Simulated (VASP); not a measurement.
A run of VASP 6.6.1:

The input INCAR:

```
SYSTEM = ZnSe
  ALGO = Normal
  EDIFF = 1E-7
  EDIFFG = -0.01
  ENCUT = 600
  GGA = PS
  IBRION = 2
  ISIF = 2
  ISMEAR = 0
  LASPH = .True.
  LCHARG = .False.
  LREAL = .False.
  LWAVE = .False.
  NELM = 80
  NSW = 40
  PREC = Accurate
  SIGMA = 0.03
```

The input KPOINTS:

```
k-points
0
Gamma
  8 8 8
  0 0 0
```

The input POSCAR:

```
ZnSe                                    
1.0
    0.0000000000      2.8759858031      2.8759858031
    2.8759858031      0.0000000000      2.8759858031
    2.8759858031      2.8759858031      0.0000000000
  Zn              Se            
     1     1
Direct
     0.0000000000000000    0.0000000000000000    0.0000000000000000
     0.2500000000000000    0.2500000000000000    0.2500000000000000
```

Potentials or basis: VASP PAW PBE potentials, release 64 (Zn, Se).

Command:

```bash
$ cat potpaw_PBE.64/Zn/POTCAR potpaw_PBE.64/Se/POTCAR > POTCAR
$ mpirun -np 1 vasp_std > vasp.out
```

Hardware: 1 thread of Intel(R) Xeon(R) Platinum 8375C CPU @ 2.90GHz (Ice Lake), with other jobs on the host.

Question: How long does it take, and how much memory?

Answer: Wall time 20 s on 1 thread of Intel(R) Xeon(R) Platinum 8375C CPU @ 2.90GHz (Ice Lake) (shared host), peak memory 0.18 GiB. Counts: scf iterations 13, k points 29, ion steps 1.
